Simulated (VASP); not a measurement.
# BeSe (F-43m) in VASP: notebook, part 2 of 2

VASP 6.6.1.

### Step 9. Equation of state, PBEsol, 15.31 Å³/atom (volume scaled by 0.94)

File INCAR:

```
  PREC = Accurate
  ENCUT = 520
  EDIFF = 1E-7
  ISMEAR = -1
  SIGMA = 0.05
  LREAL = False
  LASPH = True
  NELM = 60
  ALGO = Normal
  ISIF = 2
  LWAVE = False
  LCHARG = False
  GGA = PS
  NBANDS = 11
```

File KPOINTS:

```
regular mesh
0
Gamma
  9 9 9
```

File POSCAR:

```
BeSe
1.0
    0.0000000000      2.4832507856      2.4832507856
    2.4832507856      0.0000000000      2.4832507856
    2.4832507856      2.4832507856      0.0000000000
Se Be
1 1
Direct
    0.7500000000      0.7500000000      0.7500000000
    0.0000000000      0.0000000000      0.0000000000
```

Potentials or basis: VASP PAW PBE potentials, release 64 (Se, Be).

On the command line:

```console
> cat potpaw_PBE.64/Se/POTCAR potpaw_PBE.64/Be/POTCAR > POTCAR
> mpirun -np 1 vasp_std > vasp.out
```

Run time: 13 s. Hardware: 1 thread of AMD EPYC 7R13 (Zen 3), shared host; peak memory 0.13 GiB.

Results (log left out):

```
Free energy            : -9.3601 eV
Pressure               : 9.7 GPa
Band gap on the k mesh : 2.31 eV, indirect (least direct gap 4.94 eV)
```

Caveat: the PAW data sets were made with another functional, which shifts forces and pressure a little; an odd mesh through Γ misses points on the zone boundary, where band edges often lie.

### Step 10. Equation of state, PBEsol, 15.64 Å³/atom (volume scaled by 0.96)

INCAR is that of step 9.

KPOINTS is that of step 9.

File POSCAR:

```
BeSe
1.0
    0.0000000000      2.5007390434      2.5007390434
    2.5007390434      0.0000000000      2.5007390434
    2.5007390434      2.5007390434      0.0000000000
Se Be
1 1
Direct
    0.7500000000      0.7500000000      0.7500000000
    0.0000000000      0.0000000000      0.0000000000
```

On the command line:

```console
> cat potpaw_PBE.64/Se/POTCAR potpaw_PBE.64/Be/POTCAR > POTCAR
> mpirun -np 1 vasp_std > vasp.out
```

Wall time 10 s (1 thread of AMD EPYC 7R13 (Zen 3), shared host); peak memory 0.13 GiB.

The run converged. Its results:

```
Free energy            : -9.3946 eV
Pressure               : 7.3 GPa
Band gap on the k mesh : 2.36 eV, indirect (least direct gap 4.86 eV)
```

Caveat: the PAW data sets were made with another functional, which shifts forces and pressure a little; an odd mesh through Γ misses points on the zone boundary, where band edges often lie.

### Step 11. Equation of state, PBEsol, 15.96 Å³/atom (volume scaled by 0.98)

INCAR is that of step 10.

KPOINTS is that of step 10.

File POSCAR:

```
BeSe
1.0
    0.0000000000      2.5179860645      2.5179860645
    2.5179860645      0.0000000000      2.5179860645
    2.5179860645      2.5179860645      0.0000000000
Se Be
1 1
Direct
    0.7500000000      0.7500000000      0.7500000000
    0.0000000000      0.0000000000      0.0000000000
```

On the command line:

```console
> cat potpaw_PBE.64/Se/POTCAR potpaw_PBE.64/Be/POTCAR > POTCAR
> mpirun -np 1 vasp_std > vasp.out
```

Wall time 10 s (1 thread of AMD EPYC 7R13 (Zen 3), shared host); peak memory 0.13 GiB.

The run converged. Its results:

* Free energy: -9.4200 eV
* Pressure: 5.2 GPa
* Band gap on the k mesh: 2.41 eV, indirect (least direct gap 4.70 eV)

Caveat: the PAW data sets were made with another functional, which shifts forces and pressure a little; an odd mesh through Γ misses points on the zone boundary, where band edges often lie.

### Step 12. Equation of state, PBEsol, 16.62 Å³/atom (volume scaled by 1.02)

INCAR is that of step 11.

KPOINTS is that of step 11.

File POSCAR:

```
BeSe
1.0
    0.0000000000      2.5517885687      2.5517885687
    2.5517885687      0.0000000000      2.5517885687
    2.5517885687      2.5517885687      0.0000000000
Se Be
1 1
Direct
    0.7500000000      0.7500000000      0.7500000000
    0.0000000000      0.0000000000      0.0000000000
```

Potentials or basis: VASP PAW PBE potentials, release 64 (Se, Be).

On the command line:

```console
> cat potpaw_PBE.64/Se/POTCAR potpaw_PBE.64/Be/POTCAR > POTCAR
> mpirun -np 1 vasp_std > vasp.out
```

It took 13 s on 1 thread of AMD EPYC 7R13 (Zen 3), shared host; peak memory 0.13 GiB.

It converged, with:

```yaml
Free_energy: -9.4470 eV
Pressure: 1.5 GPa
Band_gap_on_the_k_mesh: 2.50 eV, indirect (least direct gap 4.40 eV)
```

Caveat: the PAW data sets were made with another functional, which shifts forces and pressure a little; an odd mesh through Γ misses points on the zone boundary, where band edges often lie.

### Step 13. Equation of state, PBEsol, 16.94 Å³/atom (volume scaled by 1.04)

INCAR is that of step 12.

KPOINTS is that of step 12.

File POSCAR:

```
BeSe
1.0
    0.0000000000      2.5683590887      2.5683590887
    2.5683590887      0.0000000000      2.5683590887
    2.5683590887      2.5683590887      0.0000000000
Se Be
1 1
Direct
    0.7500000000      0.7500000000      0.7500000000
    0.0000000000      0.0000000000      0.0000000000
```

On the command line:

```console
> cat potpaw_PBE.64/Se/POTCAR potpaw_PBE.64/Be/POTCAR > POTCAR
> mpirun -np 1 vasp_std > vasp.out
```

It took 12 s on 1 thread of AMD EPYC 7R13 (Zen 3), shared host; peak memory 0.13 GiB.

The run converged. Its results:

| Quantity | Value |
| --- | --- |
| Free energy | -9.4499 eV |
| Pressure | -0.1 GPa |
| Band gap on the k mesh | 2.54 eV, indirect (least direct gap 4.26 eV) |

Caveat: the PAW data sets were made with another functional, which shifts forces and pressure a little; an odd mesh through Γ misses points on the zone boundary, where band edges often lie.

### Step 14. Equation of state, PBEsol, 17.27 Å³/atom (volume scaled by 1.06)

INCAR is that of step 13.

KPOINTS is that of step 13.

File POSCAR:

```
BeSe
1.0
    0.0000000000      2.5847185048      2.5847185048
    2.5847185048      0.0000000000      2.5847185048
    2.5847185048      2.5847185048      0.0000000000
Se Be
1 1
Direct
    0.7500000000      0.7500000000      0.7500000000
    0.0000000000      0.0000000000      0.0000000000
```

On the command line:

```console
> cat potpaw_PBE.64/Se/POTCAR potpaw_PBE.64/Be/POTCAR > POTCAR
> mpirun -np 1 vasp_std > vasp.out
```

Run time: 13 s. Hardware: 1 thread of AMD EPYC 7R13 (Zen 3), shared host; peak memory 0.13 GiB.

The run converged. Its results:

```
Free energy            : -9.4466 eV
Pressure               : -1.5 GPa
Band gap on the k mesh : 2.58 eV, indirect (least direct gap 4.12 eV)
```

Caveat: the PAW data sets were made with another functional, which shifts forces and pressure a little; an odd mesh through Γ misses points on the zone boundary, where band edges often lie.

### Step 15. Equation of state, PBEsol

Potentials or basis: VASP PAW PBE potentials, release 64 (Se, Be).

This step only gathers the single runs of the series.

What came out:

| Quantity | Value |
| --- | --- |
| Equilibrium volume | 16.93 Å³/atom |
| Bulk modulus | 79 GPa |
| Pressure derivative of the bulk modulus | 3.9 |

Energy against volume, from the lowest point:
| volume (Å³/atom) | energy (meV/atom) |
| --- | --- |
| 15.313 | 44.92 |
| 15.639 | 27.67 |
| 15.965 | 14.94 |
| 16.290 | 6.33 |
| 16.616 | 1.46 |
| 16.942 | 0.00 |
| 17.268 | 1.63 |

Caveat: the PAW data sets were made with another functional, which shifts forces and pressure a little.
